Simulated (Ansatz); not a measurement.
# WS2: the cost of one run

Computed with Ansatz 0.2.0 (DFT PBEsol, scalar-relativistic, plane waves, PAW, unless a step's input says otherwise).

2 further runs of the same task are left out: 2 set aside as unsound or not needed.

## (1) Starting point

Symmetry: R3m, No. 160, trigonal system. The conventional cell has a = 3.147 Å, b = 3.147 Å, c = 19.155 Å, α = 90.00°, β = 90.00°, γ = 120.00°. W (site symmetry 3m) has 6 S at 2.40 Å as nearest neighbours. Around S (site symmetry 3m) lie 3 W at 2.40 Å.

Coordinates:

```cif
data_structure
_symmetry_space_group_name_H-M 'P 1'
_symmetry_Int_Tables_number 1
_cell_length_a 3.1473
_cell_length_b 3.1473
_cell_length_c 19.1549
_cell_angle_alpha 90.000
_cell_angle_beta 90.000
_cell_angle_gamma 120.000
_cell_volume 164.32
loop_
_atom_site_label
_atom_site_type_symbol
_atom_site_fract_x
_atom_site_fract_y
_atom_site_fract_z
_atom_site_occupancy
W1 W 0.66667 0.33333 0.33266 1
W2 W 0.33333 0.66667 0.66599 1
W3 W 0.00000 0.00000 0.99933 1
S1 S 0.33333 0.66667 0.25085 1
S2 S 0.66667 0.33333 0.08112 1
S3 S 0.00000 0.00000 0.58419 1
S4 S 0.33333 0.66667 0.41445 1
S5 S 0.66667 0.33333 0.91752 1
S6 S 0.00000 0.00000 0.74778 1
```

It goes back to an entry of the Materials Project, which need not be the stable form.

The unstrained cell comes from an earlier run at this level (9 atoms, E(σ→0) -36087.2294 eV, gap 1.15 eV over the zone).

## (2) The cell strained by -1.5 %

The input, input.yaml:

```yaml
crystal:
  lattice:
    - [3.1000694126, 0.0, 0.0]
    - [-1.5500347063, 2.6847388648, 0.0]
    - [0.0, 0.0, 19.3273433824]
  atoms:
    - { symbol: W, position: [0.6666666667, 0.3333333333, 0.3326615702] }
    - { symbol: W, position: [0.3333333333, 0.6666666667, 0.6659949035] }
    - { symbol: W, position: [0.0, 0.0, 0.9993282369] }
    - { symbol: S, position: [0.3333333333, 0.6666666667, 0.2508537506] }
    - { symbol: S, position: [0.6666666667, 0.3333333333, 0.0811180125] }
    - { symbol: S, position: [0.0, 0.0, 0.584187084] }
    - { symbol: S, position: [0.3333333333, 0.6666666667, 0.4144513458] }
    - { symbol: S, position: [0.6666666667, 0.3333333333, 0.9175204173] }
    - { symbol: S, position: [0.0, 0.0, 0.7477846792] }
basis:
  ecutwfc: 420
kpoints:
  mp_grid: { grid: [12, 12, 2] }
hamiltonian:
  xc: pbesol
scf:
  occupations: { method: gaussian, width: 0.02 }
output:
  forces: true
  stress: true
  eigenvalues: true
  write_density: true
  write_potential: true
  elf: true
  volumetric_format: npy
relax:
  adjacent_minimum: "off"
  f_tol: 0.008
  max_steps: 40
  cell: { stress_tol: 0.015, fix: [a, b, gamma] }
```

Started as:

```bash
ansatz run input.yaml --threads 1 --pin off --max-ram 2560MiB --backend cpu --events-out ev --progress --plain --runs-dir out
```

Q: Estimate wall time and peak memory on 1 thread of Intel Xeon 6975P-C (Granite Rapids), shared host.

About 61 s, with a peak of 0.57 GiB.
